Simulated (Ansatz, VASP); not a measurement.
# Be: VASP beside Ansatz

Contents of INCAR:

```
SYSTEM = Be
PREC = Accurate
ENCUT = 520
EDIFF = 1E-8
ISMEAR = -1
SIGMA = 0.05
LREAL = .False.
LASPH = .True.
NELM = 80
ALGO = Normal
ISIF = 2
LWAVE = .False.
LCHARG = .False.
GGA = PS
LEFG = .True.
NBANDS = 12
```

Contents of KPOINTS:

```
Automatic mesh
0
Gamma
  9 9 14
  0 0 0
```

POSCAR

```
Be
1.0
    3.7342827559      0.0000000000      0.0000000000
    0.0000000000      3.7342827559      0.0000000000
    0.0000000000      0.0000000000      2.2736502440
Be
4
Direct
    0.2974080000      0.2974080000      0.0000000000
    0.7025920000      0.7025920000      0.0000000000
    0.2025920000      0.7974080000      0.5000000000
    0.7974080000      0.2025920000      0.5000000000
```

Input for Ansatz:

```yaml
crystal:
  lattice:
    - [3.7342827559, 0.0, 0.0]
    - [0.0, 3.7342827559, 0.0]
    - [0.0, 0.0, 2.273650244]
  atoms:
    - { symbol: Be, position: [0.297408, 0.297408, 0.0] }
    - { symbol: Be, position: [0.702592, 0.702592, 0.0] }
    - { symbol: Be, position: [0.202592, 0.797408, 0.5] }
    - { symbol: Be, position: [0.797408, 0.202592, 0.5] }
kpoints:
  mp_grid: { grid: [9, 9, 14] }
scf:
  occupations: { method: fermi_dirac, width: 0.05 }
hamiltonian:
  xc: pbesol
  pseudopotentials: { kind: paw }
output:
  forces: true
  stress: true
  eigenvalues: true
  efg: { contact_densities: true }
```

Change from the starting cell: volume scaled by 0.99, PAW files.

Alike in both runs: task electric field gradients; functional PBEsol; k mesh 9 × 9 × 14; occupations fermi-dirac, width 0.05 eV; no spin polarisation.

|  | VASP | Ansatz |
| --- | --- | --- |
| version | VASP 6.6.1 | Ansatz 0.2.0 |
| potentials or method | VASP PAW PBE potentials, release 64 (Be) | PAW with Ansatz's default frozen-core files, scalar-relativistic |
| plane-wave cutoff (eV) | 520 | 420 |
| valence electrons in the cell | 8 | 8 |

Ansatz gave:

- pressure (GPa): 0.1
- largest component of the traceless stress (GPa): 0.73
- rms of the force components (eV/Å): 0.004
- Vzz of the field gradient on the site that differs most (V/Å²): 1.4

Task: Estimate VASP's values.

Result: Pressure (GPa): 0.5; largest component of the traceless stress (GPa): 0.71; rms of the force components (eV/Å): 0.005; Vzz of the field gradient on the site that differs most (V/Å²): 1.7.

Atom by atom the forces differ by 0.002 eV/Å (rms over components).

Caveats: the PAW data sets were made with another functional, which shifts forces and pressure a little (VASP).
